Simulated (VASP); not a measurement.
A run of VASP 6.6.1:

The input INCAR:

```
SYSTEM = Ge
ALGO = Fast
EDIFF = 1E-7
EDIFFG = -0.002
ENCUT = 520
GGA = PS
IBRION = 2
ISIF = 3
ISMEAR = 0
LASPH = .TRUE.
LCHARG = .FALSE.
LREAL = .FALSE.
LWAVE = .FALSE.
NELM = 60
NSW = 80
PREC = Accurate
PSTRESS = 133.0
SIGMA = 0.02
```

File KPOINTS:

```
k-points
0
G
  2 2 2
  0 0 0
```

File POSCAR:

```
Ge                                      
1.0
   -2.4929218939      2.4929218939      1.3871133891
    2.4929218939     -2.4929218939      1.3871133891
    2.4929218939      2.4929218939     -1.3871133891
  Ge            
     2
Direct
     0.2500000000000000    0.7500000000000000    0.5000000000000000
     0.5000000000000000    0.5000000000000000    0.0000000000000000
```

Potentials or basis: VASP PAW PBE potentials, release 64 (Ge_d).

Run with:

```bash
$ cat potpaw_PBE.64/Ge_d/POTCAR > POTCAR
$ mpirun -np 1 vasp_std > vasp.out
```

Hardware: 1 thread of AMD EPYC 7R13 Processor (Zen 3) (shared host).

Question: How long does it take, and how much memory?

Answer: Run time: 16 s on 1 thread of AMD EPYC 7R13 Processor (Zen 3) (shared host), peak memory 0.12 GiB. Counts: scf iterations 31, k points 4, ion steps 5.
